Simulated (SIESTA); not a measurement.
Crystal: KF (Carobbiite).

```
K F
1.0
     0.00000    2.67185    2.67185
     2.67185    0.00000    2.67185
     2.67185    2.67185    0.00000
K F
1 1
Direct
  0.00000 0.00000 0.00000
  0.50000 0.50000 0.50000
```

Program: SIESTA 5.4.2. Alike in all runs: task band structure; no spin polarisation; cell as given; k mesh 9 × 9 × 9; smearing fermi-dirac 0.05 eV; grid cutoff 800 Ry; energy shift 0.003 Ry.

Question: Order these runs on this cell by their band gap on the k mesh, lowest first.
A. level vdW-DF-cx; potentials or basis PseudoDojo 0.4 standard (PBE files), DZP (energy shift 0.003 Ry; two zetas on semicore shells; d shell added on K)
B. level AM05; potentials or basis PseudoDojo 0.4 standard (PBEsol files), DZP (energy shift 0.003 Ry; two zetas on semicore shells; d shell added on K)
C. level LDA; potentials or basis PseudoDojo 0.4 standard (LDA files), DZP (energy shift 0.003 Ry; two zetas on semicore shells; d shell added on K)

Answer: C (5.78 eV), B (6.14 eV), A (6.37 eV).

Caveats: the basis of atomic orbitals isn't converged, which shifts pressures, moduli and gaps.

A k mesh can miss the band edges.

Not every run made on this cell is shown here.
